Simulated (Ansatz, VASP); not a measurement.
## Ni in VASP and in Ansatz

POSCAR

```
Ni
1.0
    0.0000000000      1.7679500000      1.7679500000
    1.7679500000      0.0000000000      1.7679500000
    1.7679500000      1.7679500000      0.0000000000
Ni
1
Direct
    0.0000000000      0.0000000000      0.0000000000
```

Contents of INCAR.step1:

```
SYSTEM = Ni
PREC = Accurate ; ENCUT = 520
ISMEAR = -1 ; SIGMA = 0.05
LREAL = .FALSE. ; LASPH = .TRUE.
NELM = 80 ; NBANDS = 11
GGA = PE ; ALGO = Normal
EDIFF = 1E-4 ; LWAVE = .TRUE.
LCHARG = .FALSE.
```

Contents of INCAR.step2:

```
SYSTEM = Ni
PREC = Accurate ; ENCUT = 520
EDIFF = 1E-7 ; ISMEAR = -1
SIGMA = 0.05 ; LREAL = .FALSE.
LASPH = .TRUE. ; NELM = 80
ALGO = Normal ; ISIF = 2
LWAVE = .FALSE. ; LCHARG = .TRUE.
METAGGA = R2SCAN ; LMIXTAU = .TRUE.
LELF = .TRUE. ; LVHAR = .TRUE.
NBANDS = 11 ; ISTART = 1
```

The input KPOINTS:

```
Automatic mesh
0
G
  14 14 14
  0 0 0
```

Input for Ansatz:

```yaml
crystal:
  lattice:
    - [0.0, 1.76795, 1.76795]
    - [1.76795, 0.0, 1.76795]
    - [1.76795, 1.76795, 0.0]
  atoms:
    - { symbol: Ni, position: [0.0, 0.0, 0.0] }
hamiltonian:
  xc: r2scan
  pseudopotentials: { kind: paw }
basis:
  ecutwfc: 500
kpoints:
  mp_grid: { grid: [14, 14, 14] }
scf:
  occupations: { method: fermi_dirac, width: 0.05 }
  lower_state_search: "off"
output:
  forces: true
  stress: true
  write_density: true
  write_potential: true
  elf: true
  volumetric_format: npy
```

Alike in both runs: task single point; functional r2SCAN; k mesh 14 × 14 × 14; occupations fermi-dirac, width 0.05 eV; no spin polarisation.

|  | VASP | Ansatz |
| --- | --- | --- |
| version | VASP 6.6.1 | Ansatz 0.2.0 |
| potentials or method | VASP PAW PBE potentials, release 64 (Ni) | PAW, plane waves, scalar-relativistic |
| plane-wave cutoff (eV) | 520 | 500 |
| valence electrons in the cell | 10 | 18 |

Ansatz gave:

| Property | Result |
| --- | --- |
| pressure (GPa) | -12.2 |

**Question.** Estimate VASP's values.

**Answer.** Pressure (GPa): -11.6.

The two sets of potentials don't hold the same shells in valence.

Caveats: the PAW data sets were made with another functional, which shifts forces and pressure a little (VASP); the run has no spin polarisation, though such a crystal can be magnetic. Spin polarisation is off, so any magnetic state and its effect on volume and gap are missing.
